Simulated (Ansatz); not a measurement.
An Ansatz run on GaAs built on the zincblende prototype left the output below. The cell was relaxed with r2SCAN and then strained, so it isn't that functional's minimum.

The cell:
```cif
data_structure
_symmetry_space_group_name_H-M 'P 1'
_symmetry_Int_Tables_number 1
_cell_length_a 4.0066
_cell_length_b 4.0066
_cell_length_c 4.0066
_cell_angle_alpha 60.000
_cell_angle_beta 60.000
_cell_angle_gamma 60.000
_cell_volume 45.48
loop_
_atom_site_label
_atom_site_type_symbol
_atom_site_fract_x
_atom_site_fract_y
_atom_site_fract_z
_atom_site_occupancy
Ga1 Ga 0.00000 0.00000 0.00000 1
As1 As 0.25000 0.25000 0.25000 1
```

The output, standing remarks left out:
```
scf.n_extra_bands = 4 over 14 filled bands (N_el = 28.0): the run solves 18 bands
Crystal: 2 atoms, lattice volume = 45.479 Å³
Basis set: ecut = 420 eV, 893 PW (Γ)
Symmetry: 24 space group operations
Space group: F-43m (ITA 216)
k-points: 16 of 216 (time reversal used)
Exchange kernel: α = 0.2500, screened, ω = 0.2079 Å⁻¹, Wigner–Seitz truncation, v(0) = 1046.6409 eV·Å³, q-mesh 6×6×6
preconditioner: auto → none  [insulator: Δε(μ)=1.259 eV  ℏωp=23.4 eV]
hybrid outer 1: dexx = +1.059e-2 eV, tail = 6.71e-5 eV
hybrid outer 2: dexx = +1.050e-6 eV, tail = 3.69e-8 eV, Δε = 2.91e-3 eV
Free energy (F): -8641.586511 eV
Fermi energy:    7.691209 eV
--- Per-component energies (eV) ---
  E_band       = -389.650240
  E_kinetic    = 217.540959
  E_local      = -3929.459121
  E_nonlocal   = -244.698642
  E_hartree    = 1983.373478
  E_xc         = -119.293493
  E_vxc        = -109.889329
  E_exx        = -109.347865
  E_paw        = -3746.265310
  E_vpaw       = -71.195515
  E_ewald      = -2692.788387
  E_core_change = -0.647998
--- Forces (eV/Å), atoms counted from 1 ---
  atom   1  Ga      0.00000      0.00000      0.00000
  atom   2  As      0.00000      0.00000      0.00000
--- Stress (GPa, compression-positive) ---
        0.627721       0.000000       0.000000
        0.000000       0.627721       0.000000
        0.000000       0.000000       0.627721
  P = ⅓ Tr σ = 0.6277 GPa (6.277 kbar)
--- Band table (eV; the first three rows and the last of 16) ---
  k-point 0: bands = […, -9.6493, -9.6493, -6.2147, 7.6912, 7.6912, 7.6912, 9.0553, 12.2222, 12.2222, 12.2222]
  k-point 1: bands = […, -9.6496, -9.6496, -5.8733, 4.9054, 7.2927, 7.2927, 10.1147, 12.8017, 12.8017, 13.2106]
  k-point 2: bands = […, -9.6486, -9.6486, -4.9811, 1.9196, 6.7035, 6.7035, 9.6629, 13.2253, 13.2253, 15.9274]
  k-point 15: bands = […, -9.6629, -9.6439, -3.4515, 0.4939, 4.0908, 4.2682, 11.6673, 11.9454, 15.8094, 16.1072]
```

Levels at the listed points, from bands.tsv (eV from the Fermi energy, bands near the gap, counted from 0):
```tsv
# k_distance	band_9	band_10	band_11	band_12	band_13	band_14	band_15	band_16	band_17
# fermi_ev = 7.691209
# [0, 0, 0] at k_distance = 0.000000
# [-0.5, -0.5, 0] at k_distance = 1.108895
# [-0.375, -0.375, 0.25] at k_distance = 1.500948
# [-0.375, 0, 0.375] at k_distance = 2.180004
# [0, 0, 0.5] at k_distance = 2.859061
# [-0.5, -0.25, 0.25] at k_distance = 3.643168
# levels_relative_to = fermi_ev
0.000	-17.341	-13.906	0.000	0.000	0.000	1.364	4.531	4.531	4.531
1.109	-17.330	-11.187	-7.358	-2.887	-2.887	2.070	2.324	11.471	11.471
1.501	-17.335	-11.230	-7.141	-4.151	-2.429	2.633	5.486	9.052	9.163
2.180	-17.335	-11.230	-7.141	-4.151	-2.429	2.633	5.486	9.052	9.163
2.859	-17.338	-12.002	-7.178	-1.223	-1.223	1.738	5.452	5.452	8.623
3.643	-17.338	-11.128	-7.136	-3.810	-3.572	5.448	5.596	6.364	6.851
```
In order the rows are Γ, X, U, K, L, W.

Task: What input produced it? Give the YAML.

Result:
```yaml
crystal:
  # lattice and atoms as above
kpoints:
  mp_grid: { grid: [6, 6, 6] }
  band_path:
    path:
      - [0.0, 0.0, 0.0]
      - [-0.5, -0.5, 0.0]
      - [-0.375, -0.375, 0.25]
      - [-0.375, 0.0, 0.375]
      - [0.0, 0.0, 0.5]
      - [-0.5, -0.25, 0.25]
    npoints: 1
hamiltonian:
  xc: hse06
scf:
  occupations: { method: fixed }
  n_extra_bands: 4
output:
  forces: true
  stress: true
  eigenvalues: true
```
The exchange loop and the term E_exx show exact exchange. A single point prints forces and stress when the output block asks for them. Close relatives of this functional can't be ruled out from these lines alone. Keys that aren't typed take their defaults; thresholds and the kind of smearing can't be read off these lines.

Task: It ran on 1 × NVIDIA H100 80GB HBM3 with 2 threads of AMD EPYC 7R13 Processor (Zen 3) (shared host), load about 1.4 per core. About how long did it take, and how much host memory at the peak?

Result: About 21 s, with a peak of 2.4 GiB.

Spin-unpolarised throughout; all numbers are computed.

Spin-orbit coupling is left out.

The program warns that its thresholds are loose for a hybrid's stress.

The meshes of the hybrids are coarse, so their gaps aren't converged to the digits shown.
